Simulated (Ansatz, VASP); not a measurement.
# LuNiC2: VASP beside Ansatz

One calculation is typed for both programs; each brings its own data sets. How far apart do they land? The cell is taken from a series of runs on this material, whose earlier steps may have relaxed, scaled, displaced or heated it; both programs get it as it stands.

Calculated with Ansatz 0.2.0; plane waves, with VASP 6.6.1 beside it; relaxation of cell and atoms at BLYP with D3(BJ).

## Step 1: Starting point

The structure is orthorhombic, space group Amm2 (No. 38). Conventional cell: a = 3.448 Å, b = 4.457 Å, c = 5.914 Å, α = 90.00°, β = 90.00°, γ = 90.00°. Nearest to Lu lie 8 C at 2.56 to 2.60 Å. Ni has 4 C at 1.91 to 1.96 Å nearest. C has 1 C at 1.37 Å and 2 Ni at 1.91 to 1.96 Å and 4 Lu at 2.56 to 2.60 Å nearest. Farther neighbours are not listed.

## Step 2: Ansatz: relaxation of cell and atoms, BLYP with D3(BJ)

Ansatz runs on its default PAW (the set named soft_2) files.

The relaxed volume is the usual yardstick between codes: in a stiff, nearly cubic crystal its relative difference is about their pressure difference at one cell divided by the bulk modulus.

The input, input.yaml:

```yaml
crystal:
  lattice:
    - [3.44770319, 0.0, 0.0]
    - [0.0, 2.22836484, 2.95699915]
    - [0.0, -2.22836484, 2.95699915]
  atoms:
    - { symbol: Lu, position: [0.0, 0.99823287, 0.99823287] }
    - { symbol: Ni, position: [0.5, 0.38890523, 0.38890523] }
    - { symbol: C, position: [0.5, 0.85307206, 0.54479085] }
    - { symbol: C, position: [0.5, 0.54479085, 0.85307206] }
kpoints:
  mp_grid: { grid: [10, 10, 10] }
hamiltonian:
  xc: blyp
  dispersion: d3bj
scf:
  occupations: { method: gaussian, width: 0.1 }
output:
  forces: true
  stress: true
  eigenvalues: true
relax:
  adjacent_minimum: "off"
  f_tol: 0.005
  max_steps: 60
  cell: { stress_tol: 0.03 }
```

Launch:

```bash
$ ansatz run input.yaml --threads 4 --pin off --max-ram 16384MiB --backend cpu --events-out ev --progress --plain --runs-dir out
```

Numbers of over 12 decimals in the logs are rounded to 6 here.

Output:

```text
Engine: ansatz 0.2.0, aarch64-unknown-linux-gnu
Pseudopotentials: kind: paw
Pseudopotential: Lu, paw, valence charge 25, recommended cutoff 420 eV (normal), Lu.paw.azcp
Pseudopotential: Ni, paw, valence charge 18, recommended cutoff 420 eV (normal), Ni.paw.azcp
Pseudopotential: C, paw, valence charge 4, recommended cutoff 420 eV (normal), C.paw.azcp
Functional definition: BLYP
  parameter beta = 0.0042
  parameter a = 0.04918
  parameter b = 0.132
  parameter c = 0.2533
  parameter d = 0.349
  exchange = b88_x(beta = beta)
  correlation = lyp_c(a = a, b = b, c = c, d = d)
Crystal: 4 atoms, lattice volume = 45.436 Å³
Basis set: ecut = 420 eV, 893 PW (Γ), exchange–correlation on 48×50×50 points (8 copies of the dense FFT grid, shifted against one another)
Bands: 31, of which v1, the nominal top of the filled ones, is band 26 counted from 1 (25 counted from 0)
Symmetry: 4 space group operations
Space group: Amm2 (ITA 38), of the structure as read, at distance tolerance 3.6e-5 Å
k-points: 186 of 1000 (time reversal used)
Non-local potential: Lu, projectors of the file, l = 0: 3, l = 1: 2, l = 2: 2, l = 3: 3
Non-local potential: Ni, projectors of the file, l = 0: 3, l = 1: 2, l = 2: 3, l = 3: 1
Non-local potential: C, projectors of the file, l = 0: 2, l = 1: 2, l = 2: 1
PAW form: soft (Blöchl's): semilocal exchange-correlation on the pseudo side does not see the compensation charge
PAW frozen core: Lu, regenerated for the run's functional, and the local potential with it (the file was generated under x = pbe(κ = 0.804, μ = 0.219515), c = pbe(β = 0.066725))
PAW frozen core: Ni, regenerated for the run's functional, and the local potential with it (the file was generated under x = pbe(κ = 0.804, μ = 0.219515), c = pbe(β = 0.066725))
PAW frozen core: C, regenerated for the run's functional, and the local potential with it (the file was generated under x = pbe(κ = 0.804, μ = 0.219515), c = pbe(β = 0.066725))
PAW one-centre angular grid: Lu, 590 points (default); XC on 64 Gauss nodes
PAW one-centre angular grid: Ni, 590 points (default); XC on 64 Gauss nodes
PAW one-centre angular grid: C, 110 points (default); XC on 64 Gauss nodes
Initial density: superposition of atomic densities (neutral atoms: chi_scale 0, normalization atom), corrected by the library's trained network
Initial wavefunctions: pseudopotential atomic-orbital guess
Functional: x = b88, c = lyp
SCF iter   1: F=—  HF=-21111.737660 eV  |F-HF|=—  |Δ(HF+E_count)|=         —  Δρ=2.81e-2  dr2=2.98e-1  ethr=1.77e-3  ⟨swp⟩=5.2  Hψ=27802  notcnv=0
preconditioner: auto → Kerker (q_TF=auto, 2.781 Å⁻¹)  [metal: Δε(μ)=0.011 eV  Ē_g=12.011 eV  σ=0.100 eV  W_gap=0.06  n_scr=16 (ndim 8)  ℏωp=35.3 eV  f_vac=0.000  D(μ)=1.15/eV (n_scr^D=8)]
SCF iter   2: F=—  HF=-21111.695516 eV  |F-HF|=—  |Δ(HF+E_count)|=   4.21e-2  Δρ=9.57e-3  dr2=4.51e-2  ethr=5.84e-4  ⟨swp⟩=3.1  Hψ=11616  notcnv=0  defer=211
SCF iter   3: F=—  HF=-21111.687001 eV  |F-HF|=—  |Δ(HF+E_count)|=   8.51e-3  Δρ=3.54e-3  dr2=8.17e-3  ethr=8.85e-5  ⟨swp⟩=2.0  Hψ=9612  notcnv=0  defer=211
SCF iter   4: F=—  HF=-21111.684627 eV  |F-HF|=—  |Δ(HF+E_count)|=   2.37e-3  Δρ=1.73e-3  dr2=1.48e-3  ethr=1.60e-5  ⟨swp⟩=2.9  Hψ=11167  notcnv=0  defer=211
SCF iter   5: F=—  HF=-21111.684148 eV  |F-HF|=—  |Δ(HF+E_count)|=   4.79e-4  Δρ=8.72e-4  dr2=3.25e-4  ethr=2.90e-6  ⟨swp⟩=2.8  Hψ=13816  notcnv=0  defer=210
SCF iter   6: F=—  HF=-21111.684207 eV  |F-HF|=—  |Δ(HF+E_count)|=   5.85e-5  Δρ=2.35e-4  dr2=2.14e-5  ethr=6.38e-7  ⟨swp⟩=2.3  Hψ=9469  notcnv=0  defer=210
SCF iter   7: F=—  HF=-21111.684216 eV  |F-HF|=—  |Δ(HF+E_count)|=   9.62e-6  Δρ=1.09e-4  dr2=5.49e-6  ethr=4.19e-8  ⟨swp⟩=2.0  Hψ=9982  notcnv=0  defer=210
SCF iter   8: F=—  HF=-21111.684217 eV  |F-HF|=—  |Δ(HF+E_count)|=   6.83e-7  Δρ=2.31e-5  dr2=3.40e-7  ethr=1.08e-8  ⟨swp⟩=2.3  Hψ=9189  notcnv=0  defer=210
SCF iter   9: F=-21111.684217 eV  HF=-21111.684217 eV  |F-HF|=6.44e-9  |Δ(HF+E_count)|=   3.04e-8  Δρ=7.33e-6  dr2=3.09e-8  ethr=1.96e-10  ⟨swp⟩=12.6  Hψ=38158  notcnv=0
SCF 1 converged in 9 iterations: F = -21111.684217 eV  dr2 = 3.09e-8
  greatest PAW one-centre occupation: 1.001 electrons in one spin orbital (limit 2), on the Ni atom at site 1 (counted from 0), in its partial waves of l = 1
relax step   1: F+E_penalty+E_count = -21111.68421712 eV  Δ(F+E_penalty+E_count) = +0.000e0 eV  max|allowed force component| = 2.801e-1 eV/Å  Δτ_max = 0.0000 Å  P = +0.742 GPa  Ω = 45.436 Å³  (9 SCF iters, dr2 threshold 1.00e-7 eV, accepted)
[...]
relax step   6: F+E_penalty+E_count = -21111.69048789 eV  Δ(F+E_penalty+E_count) = -3.496e-4 eV  max|allowed force component| = 3.222e-3 eV/Å  Δτ_max = 0.0000 Å  P = +0.004 GPa  Ω = 45.558 Å³  stress off target by 4.61e-2 GPa  SCF on the basis re-selected at this cell (its energy is not comparable with the rows above)  (7 SCF iters)
[...]
relax step   7: F+E_penalty+E_count = -21111.69048625 eV  Δ(F+E_penalty+E_count) = +1.641e-6 eV  max|allowed force component| = 9.997e-4 eV/Å  Δτ_max = 0.0001 Å  P = -0.002 GPa  Ω = 45.559 Å³  energy of the carried Pulay correction = -3.530e-6 eV  (6 SCF iters, dr2 threshold 5.32e-9 eV, accepted)
[...]
relax step   8: F+E_penalty+E_count = -21111.69049897 eV  Δ(F+E_penalty+E_count) = -1.272e-5 eV  max|allowed force component| = 1.002e-3 eV/Å  Δτ_max = 0.0000 Å  P = -0.002 GPa  Ω = 45.559 Å³  stress off target by 2.71e-3 GPa  SCF on the basis re-selected at this cell (its energy is not comparable with the rows above)  (9 SCF iters)
basis re-selected at this cell: Δ(F+E_penalty+E_count) = -1.272e-5 eV, ΔP = +0.000 GPa vs the last step (what re-selecting the basis moved, of the pressure what is left beyond the Pulay correction that the steps carried, after the strain that the cell walked since its last selection, with what the two solves' SCF thresholds leave and, on support functions, any second-order correction that the steps lacked; it is no m [...]
SCF converged after 9 iterations
Free energy (F): -21111.690499 eV
Harris-Foulkes:  -21111.690499 eV  (|F-HF|=7.28e-12)
Internal energy: -21111.684415 eV  (E = F + TS)
E sigma→0 (E₀):  -21111.687457 eV
Entropy (-TS):   -0.006084 eV (-1.521 meV/atom)
Fermi energy:    17.472490 eV
--- Per-component energies (eV) ---
  E_band       = -165.578966
  E_kinetic    = 887.230415
  E_local      = -10322.942188  (includes V_loc(G=0)·N_el)
  E_nonlocal   = 1255.758045
  E_hartree    = 4336.985973
  E_xc         = -396.422546
  E_vxc        = -482.634251  (∫ρ·V_xc dr)
  E_paw        = -9241.420546  (= ΣΔE_a)
  E_vpaw       = -176.963482  (= ΣTr[D̂ρ^β])
  E_aug_tail   = 0.000533  (compensation charges beyond the density's cutoff)
  E_ewald      = -7628.071670
  E_disp       = -2.844584  (pairwise vdW)
  E_core_change = 0.042154  (= ΣΔE_core)
  E_smearing   = -0.006084  (= −TS)
  E_closure    = -0.000000  (closes the sum)
  Σ components = -21111.690499   (vs F -21111.690499, Δ=0.00e0)
--- Forces (eV/Å), atoms counted from 1 ---
  atom   1  Lu    -0.00000000    -0.00000000    -0.00032883
  atom   2  Ni     0.00000000     0.00000000     0.00023079
  atom   3  C      0.00000000    -0.00100177     0.00004832
  atom   4  C     -0.00000000     0.00100177     0.00004832
  max |Σ_I F_I| component: 1.40e-6 eV/Å
--- Stress (GPa, compression-positive) ---
       -0.002705      -0.000000      -0.000000
       -0.000000      -0.001074      -0.000000
       -0.000000      -0.000000      -0.000910
  P = ⅓ Tr σ = -0.0016 GPa (-0.016 kbar)
--- Band table (eV; the first three rows and the last of 186) ---
  k-point 0: bands = [... 22 lower, 15.0231, 15.2648, 15.9845, 17.7781, 18.0030, 19.5186, 21.3145, 21.5077, ... 1 higher]
  k-point 1: bands = [... 22 lower, 15.0027, 15.0326, 15.8847, 17.7699, 18.2902, 19.4995, 21.2661, 21.4796, ... 1 higher]
  k-point 2: bands = [... 22 lower, 14.7884, 15.0671, 15.7212, 17.7510, 18.8480, 19.4144, 21.3299, 21.4356, ... 1 higher]
  k-point 185: bands = [... 22 lower, 15.0164, 15.7164, 15.7177, 16.6577, 19.1216, 21.6769, 22.7191, 23.0030, ... 1 higher]
--- Relaxed structure (6 steps of the walk, 6 accepted, 2 SCFs on fresh bases) ---
  F+E_penalty+E_count = -21111.69049897 eV   max|allowed force component| = 1.002e-3 eV/Å   (the final SCF, on the basis selected at the relaxed cell)
  cell:  # Å, volume = 45.5589 Å³
    - [3.423370, 0, 0]
    - [0, 2.231983, 2.981253]
    - [0, -2.231983, 2.981253]
  atoms:
    - { symbol: Lu, position: [0, 1.000188, 1.000188] }
    - { symbol: Ni, position: [0.500000, 0.387799, 0.387799] }
    - { symbol: C, position: [0.500000, 0.851411, 0.545603] }
    - { symbol: C, position: [0.500000, 0.545603, 0.851411] }
```

The column dr2 measures how far the density is from self-consistency, as an energy; F and HF (Harris–Foulkes) agree once it is small.

[end of part 1 of 2]

[Lines on the potential files, build, host, timing and source positions are cut from VASP's logs without a mark.]

[Logs are printed without paths, hosts, clocks, repeated set-up lines and the standing remarks that a program may print on its own settings, such as how far it seeks lower states.]

[Hosts, paths, dates, database ids (printed as entryN), source tags and the programs' standing remarks are cut or masked in the printed files.]
